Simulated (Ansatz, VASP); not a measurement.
SnTe: VASP beside Ansatz

```
Sn Te
1.0
     0.00000    3.15650    3.15650
     3.15650    0.00000    3.15650
     3.15650    3.15650    0.00000
Sn Te
1 1
Direct
  0.00000 0.00000 0.00000
  0.50000 0.50000 0.40496
```

Alike in both runs: task single point; functional PBE; k mesh 10 × 10 × 10; occupations gaussian, width 0.03 eV; no spin polarisation.

|  | VASP | Ansatz |
| --- | --- | --- |
| version | VASP 6.6.1 | Ansatz 0.2.0 |
| potentials or method | VASP PAW PBE potentials, release 64 (Sn_d, Te) | scalar-relativistic, plane waves, PAW |
| plane-wave cutoff (eV) | 520 | 420 |
| valence electrons in the cell | 20 | 30 |

VASP gave:

```
least direct gap on the mesh (eV)               : 0.00
pressure (GPa)                                  : 4.5
largest component of the traceless stress (GPa) : 2.23
rms of the force components (eV/Å)              : 0.531
```

Task: Which values does Ansatz return?

Result: Least direct gap on the mesh (eV): 0.01; pressure (GPa): 4.5; largest component of the traceless stress (GPa): 2.20; rms of the force components (eV/Å): 0.523.

Atom by atom the forces differ by 0.008 eV/Å (rms over components). With one functional, cell and mesh, what is left measures potentials, basis and numerics. The two sets of potentials don't hold the same shells in valence.

Caveats: spin-orbit coupling is left out, which moves the levels of the heavy elements.
